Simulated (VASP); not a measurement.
A run of VASP 6.6.1 is set up as follows.

File INCAR:

```
SYSTEM = TaN
PREC = Accurate
ENCUT = 520
EDIFF = 1E-6
ISMEAR = -1
SIGMA = 0.05
LREAL = .FALSE.
LASPH = .TRUE.
NELM = 80
ALGO = Fast
ISIF = 2
LWAVE = .FALSE.
LCHARG = .FALSE.
LMAXMIX = 4
GGA = B5
ALDAX = 1.0
AGGAX = 1.0
AGGAC = 1.0
ALDAC = 0.0
```

The input KPOINTS:

```
regular mesh
0
G
  10 10 5
  0 0 0
```

Contents of POSCAR:

```
TaN
1.0
    2.9217699809      0.0000000000      0.0000000000
   -1.4608849905      2.5303270275      0.0000000000
    0.0000000000      0.0000000000      5.9165150000
Ta N
2 2
Direct
    0.0000000000      0.0000000000      0.5000000000
    0.0000000000      0.0000000000      0.0000000000
    0.3333333333      0.6666666667      0.2500000000
    0.6666666667      0.3333333333      0.7500000000
```

Contents of KPOINTS_OPT:

```
path GMKGALHA,LM,KH
10
line-mode
reciprocal
 0.0000000000  0.0000000000  0.0000000000  G
 0.5000000000  0.0000000000  0.0000000000  M

 0.5000000000  0.0000000000  0.0000000000  M
 0.3333333333  0.3333333333  0.0000000000  K

 0.3333333333  0.3333333333  0.0000000000  K
 0.0000000000  0.0000000000  0.0000000000  G

 0.0000000000  0.0000000000  0.0000000000  G
 0.0000000000  0.0000000000  0.5000000000  A

 0.0000000000  0.0000000000  0.5000000000  A
 0.5000000000  0.0000000000  0.5000000000  L

 0.5000000000  0.0000000000  0.5000000000  L
 0.3333333333  0.3333333333  0.5000000000  H

 0.3333333333  0.3333333333  0.5000000000  H
 0.0000000000  0.0000000000  0.5000000000  A

 0.5000000000  0.0000000000  0.5000000000  L
 0.5000000000  0.0000000000  0.0000000000  M

 0.3333333333  0.3333333333  0.0000000000  K
 0.3333333333  0.3333333333  0.5000000000  H
```

Potentials or basis: VASP PAW PBE potentials, release 64 (Ta_pv, N).

Launch:

```sh
$ cat potpaw_PBE.64/Ta_pv/POTCAR potpaw_PBE.64/N/POTCAR > POTCAR
$ mpirun -np 1 vasp_std > vasp.out
```

Question: Predict the pressure.

Answer: 11.8 GPa.

Question: Predict the band gap along the path.

Answer: None (metal or under the smearing width).

Stress tensor (GPa, compression positive):
```
11.94  0.00  0.00
 0.00 11.94  0.00
 0.00  0.00 11.64
```

Caveat: the PAW data sets were made with another functional, which shifts forces and pressure a little; spin-orbit coupling is left out, which moves the levels of the heavy elements.
